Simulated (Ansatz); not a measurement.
ZnS: the change of band gap with volume per atom

Results calculated with Ansatz 0.2.0, not measured. Periodic Kohn-Sham DFT of a crystal at fixed atoms; Kohn-Sham levels at symmetry points; band -1 is the highest filled and +1 the lowest empty one at that point, spin up along a +z start moment.

Cell of the first row (space group P6_3mc, No. 186):
```
CELL_PARAMETERS angstrom
3.73320 0.00000 0.00000
-1.86660 3.23300 0.00000
0.00000 0.00000 6.10670
ATOMIC_POSITIONS crystal
Zn 0.33333 0.66667 0.00000
Zn 0.66667 0.33333 0.50000
S 0.33333 0.66667 0.38500
S 0.66667 0.33333 0.88500
```

Settings of every row: method all-electron LAPW; functional PBE; relativity scalar; k mesh 8x8x5; filling fermi-dirac; smearing width 0.03 eV; basis error target 1 meV/atom; nucleus gaussian.

Atom start moment: 0 on all atoms.

Limits: semilocal functionals tend to give too small a gap.

```
row  volume per atom (Å³)  band gap (eV)  smallest direct gap on path (eV)
  1                18.427          2.543                             2.543
  2                18.819          2.446                             2.446
  3                19.211          2.347                             2.347
  4                19.407          2.298                             2.298
  5                19.603          2.251                             2.251
  6                19.799          2.204                             2.204
  7                19.995              ?                                 ?
  8                20.387          2.067                             2.067
  9                20.779          1.979                             1.979
```

Question: what band gap should row 7 give?

Worked fit of band gap. Take t = volume per atom − 20, in Å³. The shown rows have t = -1.573, -1.181, -0.789, -0.593, -0.397, -0.201, 0.387, 0.779. Least squares give band gap = 2.1569 − 0.2346 × t + 0.00732 × t² eV; a straight line predicts inner rows, each left out in turn, worse (root mean square 0.0038 against 0.0011 eV). The rows lie off it by -0.001, 0.002, 0.000, -0.001, 0.000, 0.000, 0.000, 0.000. The withheld row has t = -0.005, so the fit gives 2.1569 − 0.2346 × (-0.005) + 0.00732 × (-0.005)² = 2.158 eV.

The calculation gave 2.157 eV. The fit lies 0.001 eV (0.18 % of the column's range) above it, one unit of the last digit.

The other values of row 7: smallest direct gap on path 2.157 eV.
